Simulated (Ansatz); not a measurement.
# AgO (F-43m): from the cell to its phonons

Aim: the phonons of AgO (F-43m) at a cell relaxed beforehand at this level.

Calculated with Ansatz 0.2.0; DFT PBE, scalar-relativistic, plane waves, norm-conserving pseudopotentials.

## 1. Starting point

The structure is cubic, space group F-43m (No. 216). Conventional cell: a = 5.047 Å, b = 5.047 Å, c = 5.047 Å, α = 90.00°, β = 90.00°, γ = 90.00°. Ag has 4 O at 2.19 Å nearest. Nearest to O lie 4 Ag at 2.19 Å. Farther neighbours and most contacts between anions are not listed.

## 2. Zone-centre response

The cell comes from relaxations at this level that are not shown. The zone centre comes first: it holds the modes that light can see, as far as symmetry allows. No field response is asked, since the mesh shows no gap.

Contents of input.yaml:

```yaml
crystal:
  lattice:
    - [0.0, 2.5234791959, 2.5234791959]
    - [2.5234791959, 0.0, 2.5234791959]
    - [2.5234791959, 2.5234791959, 0.0]
  atoms:
    - { symbol: Ag, position: [0.0, 0.0, 0.0] }
    - { symbol: O, position: [0.25, 0.25, 0.25] }
kpoints:
  mp_grid: { grid: [16, 16, 16] }
hamiltonian:
  xc: pbe
  pseudopotentials: { kind: nc }
scf:
  occupations: { method: methfessel_paxton, width: 0.15 }
output:
  eigenvalues: true
phonons:
  method: dfpt
```

Launch:

```sh
ansatz run input.yaml --threads 4 --pin off --max-ram 7168MiB --backend cpu --events-out ev --progress --plain --runs-dir out
```

Numbers of over 12 decimals in the logs are rounded to 6 here.

The program printed:

```text
zone centre: on kpoints.mp_grid the ground state, and the responses unless they are solved on pairs of k-points, stand on 349 of the mesh's 4096 k-points, reduced under 8 symmetry operations, with k and −k counted as one. Each operation leaves every solved displacement unchanged or reverses it
Engine: ansatz 0.2.0, aarch64-unknown-linux-gnu
Pseudopotentials: kind: nc
Pseudopotential: Ag, nc, valence charge 19, recommended cutoff 960 eV (normal), Ag.nc.azcp
Pseudopotential: O, nc, valence charge 6, recommended cutoff 1240 eV (normal), O.nc.azcp
Functional definition: PBE
  parameter kappa = 0.804
  parameter beta = 0.066725
  exchange = pbe_x(kappa = kappa, mu = beta*pi^2/3)
  correlation = pbe_c(beta = beta)
Crystal: 2 atoms, lattice volume = 32.139 Å³
Basis set: ecut = 1240 eV, 3143 PW (Γ), exchange–correlation on 90×90×90 points (8 copies of the dense FFT grid, shifted against one another)
Bands: 17, of which v1, the nominal top of the filled ones, is band 13 counted from 1 (12 counted from 0)
Symmetry: 24 space group operations
k-points: 349 of 4096 (irreducible under 8 space group operations, time reversal used)
Non-local potential: Ag, projectors of the file, l = 0: 2, l = 1: 2, l = 2: 2, l = 3: 1
Non-local potential: O, projectors of the file, l = 0: 2, l = 1: 2, l = 2: 1
Initial density: superposition of atomic densities (chi_scale 0.1, normalization cell, long waves kept (reshape's long-wave potential 0.00 eV rms))
Initial wavefunctions: pseudopotential atomic-orbital guess
Functional: x = pbe(κ = 0.804, μ = 0.219515), c = pbe(β = 0.066725)
SCF iter   1: F=—  HF=-4676.556883 eV  |F-HF|=—  |Δ(HF+E_count)|=         —  Δρ=7.20e-2  dr2=1.16e0  ethr=3.10e-3  ⟨swp⟩=5.9  Hψ=29334  notcnv=0
preconditioner: auto → LDOS  [metal: Δε(μ)=0.009 eV  Ē_g=13.184 eV  σ=0.150 eV  W_gap=0.05  n_scr=14 (ndim 8)  ℏωp=27.0 eV  f_vac=0.060  D(μ)=2.57/eV (n_scr^D=26)  β→1.0]
SCF iter   2: F=—  HF=-4676.407642 eV  |F-HF|=—  |Δ(HF+E_count)|=   1.49e-1  S|Δr|=    0.00e0  Δρ=3.65e-2  dr2=4.23e-1  ethr=3.10e-3  ⟨swp⟩=2.0  Hψ=10173  notcnv=0
SCF iter   3: F=—  HF=-4676.344583 eV  |F-HF|=—  |Δ(HF+E_count)|=   6.31e-2  S|Δr|=    0.00e0  Δρ=1.32e-2  dr2=7.01e-2  ethr=1.69e-3  ⟨swp⟩=2.0  Hψ=7381  notcnv=0
SCF iter   4: F=—  HF=-4676.332370 eV  |F-HF|=—  |Δ(HF+E_count)|=   1.22e-2  S|Δr|=    0.00e0  Δρ=8.55e-4  dr2=1.45e-4  ethr=2.80e-4  ⟨swp⟩=1.3  Hψ=8766  notcnv=0
SCF iter   5: F=—  HF=-4676.332683 eV  |F-HF|=—  |Δ(HF+E_count)|=   3.13e-4  S|Δr|=    0.00e0  Δρ=3.72e-4  dr2=2.78e-5  ethr=5.82e-7  ⟨swp⟩=2.2  Hψ=9300  notcnv=0
SCF iter   6: F=—  HF=-4676.332676 eV  |F-HF|=—  |Δ(HF+E_count)|=   7.62e-6  S|Δr|=    0.00e0  Δρ=9.12e-5  dr2=1.55e-6  ethr=1.11e-7  ⟨swp⟩=2.0  Hψ=9985  notcnv=0
SCF iter   7: F=—  HF=-4676.332795 eV  |F-HF|=—  |Δ(HF+E_count)|=   1.20e-4  S|Δr|=    0.00e0  Δρ=1.59e-5  dr2=5.15e-8  ethr=6.21e-9  ⟨swp⟩=2.3  Hψ=10115  notcnv=0
SCF iter   8: F=—  HF=-4676.332795 eV  |F-HF|=—  |Δ(HF+E_count)|=   8.38e-9  S|Δr|=    0.00e0  Δρ=6.39e-7  dr2=1.05e-10  ethr=2.06e-10  ⟨swp⟩=3.0  Hψ=10331  notcnv=0
SCF iter   9: F=-4676.332795 eV  HF=-4676.332795 eV  |F-HF|=9.09e-13  |Δ(HF+E_count)|=  1.18e-11  S|Δr|=    0.00e0  Δρ=9.42e-8  dr2=1.43e-12  ethr=1.00e-12  ⟨swp⟩=6.0  Hψ=28134  notcnv=0
SCF 1 converged in 9 iterations: F = -4676.332795 eV  dr2 = 1.43e-12
DFPT response loops at Γ: preconditioner auto → Kerker (q_TF=auto, 2.616 Å⁻¹) (partly filled bands, converged f_vac=0.116); β = 1.00, the filter's whole step (`scf.mixing.beta` (0.50) is not read by the response loops under this deck's `scf.mixing.preconditioner`; to damp them name `kerker` or `kerker_dos`, under which they read `scf.mixing.beta`, and type it under 1.00, their step now; both keys bind the ground state too); Broyden in place of MSR1
SCF converged after 9 iterations
Stability not checked: this state was not tested for a lower state beside it, because cold or Methfessel-Paxton smearing, or corrected tetrahedra, fill the levels in a way that the test cannot read (fill_not_monotonic; see scf.lower_state_search)
Free energy (F): -4676.332795 eV
Harris-Foulkes:  -4676.332795 eV  (|F-HF|=9.09e-13)
Internal energy: -4676.331701 eV  (E = F + TS)
E sigma→0 (E₀):  -4676.332521 eV
Entropy (-TS):   -0.001095 eV (-0.547 meV/atom)
Fermi energy:    8.756268 eV
--- Per-component energies (eV) ---
  E_band       = -365.352071
  E_kinetic    = 1725.194606
  E_local      = -4041.240616  (includes V_loc(G=0)·N_el)
  E_nonlocal   = -97.578776
  E_hartree    = 1350.728329
  E_xc         = -755.977016
  E_vxc        = -653.183873  (∫ρ·V_xc dr)
  E_ewald      = -2857.458228
  E_smearing   = -0.001095  (= −TS)
  E_closure    = 0.000000  (closes the sum)
  Σ components = -4676.332795   (vs F -4676.332795, Δ=0.00e0)
--- Band table (eV; the first three rows and the last of 349) ---
  k-point 0: bands = [... 9 lower, 5.9373, 9.2446, 9.5077, 9.5077, 9.5077, 22.2685, 22.2685, 22.2685]
  k-point 1: bands = [... 9 lower, 5.9331, 9.0735, 9.4861, 9.4861, 9.7201, 21.8360, 22.2946, 22.2946]
  k-point 2: bands = [... 9 lower, 5.9242, 8.7700, 9.4220, 9.4220, 10.1387, 20.8484, 22.3552, 22.3552]
  k-point 348: bands = [... 9 lower, 6.5719, 6.5816, 6.6824, 8.1709, 16.2639, 17.0316, 18.7086, 19.0902]
--- Phonons (Γ-DFPT): 2 representative perturbations + reference, on 349 of 4096 k-points (Σ response iterations 6) ---
  k mesh reduced under 8 symmetry operations, with k and −k counted as one. Each operation leaves every solved displacement unchanged or reverses it
  ASR residual: 2.262e-4 → 0.000e0 eV/Å²; symmetrization residual: 6.766e-6 eV/Å²
  ASR residual per site (eV/Å²): 2.26e-4 7.98e-5
  Γ frequencies (cm⁻¹): 0.00 0.00 0.00 166.77 166.77 166.77
  non-analytic LO–TO correction: not included (Born effective charges unavailable; polar crystals: no LO–TO splitting at Γ)
```

The job ended after 56 s (4 threads of Arm Neoverse V2, shared host; peak memory 2.1 GiB; 3.6 min of CPU time).

The column dr2 measures how far the density is from self-consistency, as an energy; F and HF (Harris–Foulkes) agree once it is small.

This step gave:

```
volume per atom                                         : 16.07 Å³
gap on the k-mesh                                       : 0 eV
sum-rule residual before enforcement                    : 2.26e-4 eV/Å²
point group                                             : -43m
highest optical mode at the zone centre (no LO-TO term) : 166.8 cm⁻¹
lowest optical zone-centre mode                         : 166.8 cm⁻¹
```

Patterns of degenerate modes are one choice out of their space. Modes at Γ, with each element's share of the kinetic energy:

| mode | frequency (cm⁻¹) | symmetry | Ag % | O % |
| --- | --- | --- | --- | --- |
| 1 | 0.0 | acoustic | 87 | 13 |
| 2 | 0.0 | acoustic | 87 | 13 |
| 3 | 0.0 | acoustic | 87 | 13 |
| 4 | 166.8 | T2 | 13 | 87 |
| 5 | 166.8 | T2 | 13 | 87 |
| 6 | 166.8 | T2 | 13 | 87 |

Displacements in mode 4 (166.8 cm⁻¹), the largest set to 1:
```
Ag1  0.00 -0.15  0.00
O2   0.00  1.00 -0.02
```

Before it was imposed, the acoustic sum rule was missed by 2.3e-4 eV/Å². Small misses are needed for a sound result but don't prove that mesh and cutoff are converged. The lowest optical mode is real, 167 cm⁻¹.

## 3. Response at finite wavevector

Stability and thermal properties need the whole zone. Linear response on a 4×4×4 q mesh gives force constants as far as a supercell of that size would.

Changes to input.yaml since step 2:

```diff
@@ -19 +19,8 @@
   method: dfpt
+  qmesh: [4, 4, 4]
+  temperatures: { t_max: 1000, t_step: 50 }
+  qpath:
+    path:
+      - [[0.0, 0.0, 0.0], [-0.5, -0.5, 0.0], [-0.375, -0.375, 0.25]]
+      - [[-0.375, 0.0, 0.375], [0.0, 0.0, 0.0], [0.0, 0.0, 0.5], [-0.5, -0.25, 0.25], [-0.5, -0.5, 0.0]]
+    npoints: 10
```

The program printed:

```text
[... 9 set-up lines as in the run before ...]
Error: memory limit exceeded: the `cold-start seed` phase of `dfpt pair set` needs 8.58 GiB against the run's memory maximum of 7.00 GiB; largest carriers: wavefunctions 6.61 GiB, plane-wave basis 1.58 GiB, unmodelled-tail allowance 0.36 GiB, source scf tables 0.03 GiB, fft grid 0.00 GiB; this run sums exchange and correlation above basis.xc_grid: 1 (its plan line states the level, which a resume's fixed deck keeps): [...]
with nothing else changed it takes a maximum of at least 8.59 GiB, with nothing to spare, and 9.45 GiB leaves up to a tenth: --max-ram 9.45GiB where that set the maximum, else more of the term that did, and with no share typed, where 9.45 GiB is over 0.88 of the host's memory or its container's limit, a share of 0.88 or more that holds the maximum too (--max-ram-frac F), where one does; The budget is ten elevenths of [...]
```

Elapsed: 25 s, on 4 threads; peak memory 1.8 GiB.

The input was rejected at the start.

The program's message: “memory limit exceeded: the `cold-start seed` phase of `dfpt pair set` needs 8.58 GiB against the run's memory maximum of 7.00 GiB; largest carriers: wavefunctions 6.61 GiB, plane-wave basis 1.58 GiB, …”

## 4. Summary of results

```
space group (within 0.01 Å)                             : F-43m
volume per atom                                         : 16.1 Å³
electronic character                                    : no gap on this mesh
highest optical mode at the zone centre (no LO-TO term) : 167 cm⁻¹
lowest optical zone-centre mode                         : 167 cm⁻¹
imaginary modes at Γ (the only wavevector solved)       : none
```

What this shows: The structure is stable against zone-centre distortions, since no mode there is imaginary; runs at other wavevectors are not part of this account. The optical modes at Γ form one degenerate level at 167 cm⁻¹. The dispersion is not part of this account. The highest mode in this list at Γ, 166.8 cm⁻¹, is mostly motion of O (87 % of the kinetic energy). With no gap, or one that is small against the smearing, the frequencies hang on the k mesh and the smearing, most of all near Kohn anomalies. The phonon runs are without spin polarisation, although the cell has an odd electron count. These are harmonic frequencies at zero temperature: anharmonic shifts, linewidths and thermal expansion are left out.

[Logs are printed without paths, hosts, clocks, repeated set-up lines and the standing remarks that a program may print on its own settings, such as how far it seeks lower states.]

[Hosts, paths, dates, database ids (printed as entryN), source tags and the programs' standing remarks are cut or masked in the printed files.]
